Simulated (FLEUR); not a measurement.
Here is a FLEUR MaX-R8.1 (later development tree) calculation.

Contents of inp.xml:

```xml
<?xml version="1.0" encoding="UTF-8" standalone="no"?>
<fleurInput fleurInputVersion="0.39">
   <comment>
      Si                                                                                                  
   </comment>
   <calculationSetup>
      <cutoffs Kmax="4.6" Gmax="14.3" GmaxXC="14.3" numbands="0"/>
      <scfLoop itmax="80" minDistance="0.0001" maxIterBroyd="30" imix="Anderson" alpha="0.05" precondParam="0.0" spinf="2.0" sdNocoIR="T"/>
      <coreElectrons ctail="F" frcor="F" kcrel="0" coretail_lmax="0"/>
      <xcFunctional name="LibXC" relativisticCorrections="F">
         <LibXCName exchange="mgga_x_r2scan" correlation="mgga_c_r2scan"/>
         <AuxGGA exchange="117" correlation="130"/>
      </xcFunctional>
      <magnetism jspins="1"/>
      <soc l_soc="F" theta="0.0" phi="0.0" spav="F"/>
      <expertModes spex="0" secvar="F"/>
      <geometryOptimization l_f="F" forcealpha="1.0" forcemix="BFGS" epsdisp="0.00001" epsforce="0.00001"/>
      <ldaU l_linMix="F" mixParam="0.05" spinf="1.0"/>
   </calculationSetup>
   <cell>
      <bzIntegration valenceElectrons="24.0" mode="hist" fermiSmearingEnergy="0.00183747">
         <kPointListSelection listName="default-1"/>
         <!-- k-points included here -->
         <xi:include xmlns:xi="http://www.w3.org/2001/XInclude" href="kpts.xml"> </xi:include>
      </bzIntegration>
      <!-- symmetry operations included here -->
      <xi:include xmlns:xi="http://www.w3.org/2001/XInclude" href="sym.xml"> </xi:include>
      <bulkLattice scale="1.0">
         <bravaisMatrix>
            <row-1>   -4.4812441949665560     4.4812441949665560     2.5119475338206350</row-1>
            <row-2>    4.4812441949665560    -4.4812441949665560     2.5119475338206350</row-2>
            <row-3>    4.4812441949665560     4.4812441949665560    -2.5119475338206350</row-3>
         </bravaisMatrix>
      </bulkLattice>
   </cell>
   <atomSpecies>
      <species name="Silicon (Si)" element="Si" atomicNumber="14">
         <mtSphere radius="2.13" gridPoints="715" logIncrement="0.016"/>
         <atomicCutoffs lmax="9" lnonsphr="9"/>
         <electronConfig flipSpins="F">
            <coreConfig>(1s1/2)</coreConfig>
            <valenceConfig>(2s1/2) (2p1/2) (2p3/2) (3s1/2) (3p1/2) (3p3/2)</valenceConfig>
            <stateOccupation state="(3p1/2)" spinUp="0.333333" spinDown="0.333333"/>
            <stateOccupation state="(3p3/2)" spinUp="0.666667" spinDown="0.666667"/>
         </electronConfig>
         <energyParameters s="3" p="3" d="3" f="4"/>
         <lo type="SCLO" l="0" n="2" eDeriv="0"/>
         <lo type="SCLO" l="1" n="2" eDeriv="0"/>
         <lo type="SCLO" l="2" n="3" eDeriv="2"/>
         <lo type="SCLO" l="3" n="4" eDeriv="2"/>
      </species>
   </atomSpecies>
   <atomGroups>
      <atomGroup species="Silicon (Si)">
         <relPos label="                   1">-3.000/8.000 3.000/8.000 -1.000/4.000</relPos>
         <relPos label="                   2">3.000/8.000 -3.000/8.000 1.000/4.000</relPos>
         <force calculate="T" relaxXYZ="TTT"/>
      </atomGroup>
   </atomGroups>
   <output dos="F" band="F" slice="F">
      <checks vchk="F" cdinf="F"/>
      <bandDOS minEnergy="-.5*Htr" maxEnergy="0.5*Htr" sigma="0.015" storeEVData="T"/>
      <vacuumDOS vacdos="F" integ="F" star="F" nstars="0" locx1="0.0" locy1="0.0" locx2="0.0" locy2="0.0" nstm="0" tworkf="0.0"/>
      <unfoldingBand unfoldBand="F" supercellX="1" supercellY="1" supercellZ="1"/>
      <plotting iplot="0" polar="F">
         <plot TwoD="T" vec1="  1.0  0.0  0.0" vec2="  0.0  1.0  0.0" vec3="  0.0  0.0  1.0" zero="  0.0  0.0  0.0" file="plot"/>
      </plotting>
      <chargeDensitySlicing numkpt="0" minEigenval="0.0" maxEigenval="0.0" nnne="0" pallst="F"/>
      <specialOutput eonly="F"/>
      <moessbauerParams electricFieldGradient="T" isomerShift="T" coreHyperfine="T" valenceHyperfine="T"/>
      <magneticCircularDichroism mcd="F" energyLo="-10.0" energyUp="0.0"/>
   </output>
  <!-- We include the file relax.xml here to enable relaxations (see documentation) -->
  <xi:include xmlns:xi="http://www.w3.org/2001/XInclude" href="relax.xml"> <xi:fallback/> </xi:include>
</fleurInput>
```

crystal.txt

```
Si
&input cartesian=F /
-2.3713723045  2.3713723045  1.3292653899
2.3713723045  -2.3713723045  1.3292653899
2.3713723045  2.3713723045  -1.3292653899
1.8897261246
1.0 1.0 1.0

2
14 0.5000000000  0.5000000000  0.0000000000
14 0.2500000000  0.7500000000  0.5000000000

&kpt div1=11 div2=11 div3=11 gamma=T /
```

File inp.xml (dos):

```
<?xml version="1.0" encoding="UTF-8" standalone="no"?>
<fleurInput fleurInputVersion="0.39">
   <comment>
      Si                                                                                                  
   </comment>
   <calculationSetup>
      <cutoffs Kmax="4.6" Gmax="14.3" GmaxXC="14.3" numbands="0"/>
      <scfLoop itmax="80" minDistance="0.0001" maxIterBroyd="30" imix="Anderson" alpha="0.05" precondParam="0.0" spinf="2.0" sdNocoIR="T"/>
      <coreElectrons ctail="F" frcor="F" kcrel="0" coretail_lmax="0"/>
      <xcFunctional name="LibXC" relativisticCorrections="F">
         <LibXCName exchange="mgga_x_r2scan" correlation="mgga_c_r2scan"/>
         <AuxGGA exchange="117" correlation="130"/>
      </xcFunctional>
      <magnetism jspins="1"/>
      <soc l_soc="F" theta="0.0" phi="0.0" spav="F"/>
      <expertModes spex="0" secvar="F"/>
      <geometryOptimization l_f="F" forcealpha="1.0" forcemix="BFGS" epsdisp="0.00001" epsforce="0.00001"/>
      <ldaU l_linMix="F" mixParam="0.05" spinf="1.0"/>
   </calculationSetup>
   <cell>
      <bzIntegration valenceElectrons="24.0" mode="hist" fermiSmearingEnergy="0.00183747">
         <kPointListSelection listName="default-1"/>
         <!-- k-points included here -->
         <xi:include xmlns:xi="http://www.w3.org/2001/XInclude" href="kpts.xml"> </xi:include>
      </bzIntegration>
      <!-- symmetry operations included here -->
      <xi:include xmlns:xi="http://www.w3.org/2001/XInclude" href="sym.xml"> </xi:include>
      <bulkLattice scale="1.0">
         <bravaisMatrix>
            <row-1>   -4.4812441949665560     4.4812441949665560     2.5119475338206350</row-1>
            <row-2>    4.4812441949665560    -4.4812441949665560     2.5119475338206350</row-2>
            <row-3>    4.4812441949665560     4.4812441949665560    -2.5119475338206350</row-3>
         </bravaisMatrix>
      </bulkLattice>
   </cell>
   <atomSpecies>
      <species name="Silicon (Si)" element="Si" atomicNumber="14">
         <mtSphere radius="2.13" gridPoints="715" logIncrement="0.016"/>
         <atomicCutoffs lmax="9" lnonsphr="9"/>
         <electronConfig flipSpins="F">
            <coreConfig>(1s1/2)</coreConfig>
            <valenceConfig>(2s1/2) (2p1/2) (2p3/2) (3s1/2) (3p1/2) (3p3/2)</valenceConfig>
            <stateOccupation state="(3p1/2)" spinUp="0.333333" spinDown="0.333333"/>
            <stateOccupation state="(3p3/2)" spinUp="0.666667" spinDown="0.666667"/>
         </electronConfig>
         <energyParameters s="3" p="3" d="3" f="4"/>
         <lo type="SCLO" l="0" n="2" eDeriv="0"/>
         <lo type="SCLO" l="1" n="2" eDeriv="0"/>
         <lo type="SCLO" l="2" n="3" eDeriv="2"/>
         <lo type="SCLO" l="3" n="4" eDeriv="2"/>
      </species>
   </atomSpecies>
   <atomGroups>
      <atomGroup species="Silicon (Si)">
         <relPos label="                   1">-3.000/8.000 3.000/8.000 -1.000/4.000</relPos>
         <relPos label="                   2">3.000/8.000 -3.000/8.000 1.000/4.000</relPos>
         <force calculate="T" relaxXYZ="TTT"/>
      </atomGroup>
   </atomGroups>
   <output dos="T" band="F" slice="F">
      <checks vchk="F" cdinf="F"/>
      <bandDOS minEnergy="-0.8*Htr" maxEnergy="0.5*Htr" sigma="0.005" storeEVData="T"/>
      <vacuumDOS vacdos="F" integ="F" star="F" nstars="0" locx1="0.0" locy1="0.0" locx2="0.0" locy2="0.0" nstm="0" tworkf="0.0"/>
      <unfoldingBand unfoldBand="F" supercellX="1" supercellY="1" supercellZ="1"/>
      <plotting iplot="0" polar="F">
         <plot TwoD="T" vec1="  1.0  0.0  0.0" vec2="  0.0  1.0  0.0" vec3="  0.0  0.0  1.0" zero="  0.0  0.0  0.0" file="plot"/>
      </plotting>
      <chargeDensitySlicing numkpt="0" minEigenval="0.0" maxEigenval="0.0" nnne="0" pallst="F"/>
      <specialOutput eonly="F"/>
      <moessbauerParams electricFieldGradient="T" isomerShift="T" coreHyperfine="T" valenceHyperfine="T"/>
      <magneticCircularDichroism mcd="F" energyLo="-10.0" energyUp="0.0"/>
   </output>
  <!-- We include the file relax.xml here to enable relaxations (see documentation) -->
  <xi:include xmlns:xi="http://www.w3.org/2001/XInclude" href="relax.xml"> <xi:fallback/> </xi:include>
</fleurInput>
```

Potentials or basis: all-electron, FLAPW.

Launch:

```console
$ inpgen -f crystal.txt -profile fastHighL
$ # inp.xml edited to the form shown
$ fleur_MPI
$ fleur_MPI   # second run, on inp.xml (dos)
```

(1) Estimate the band gap on the k mesh.

Results:

(1) none (metal or under the smearing width).

Caveat: the meta-GGA is that of a development version, with a GGA for the radial functions and cores and without core tails.
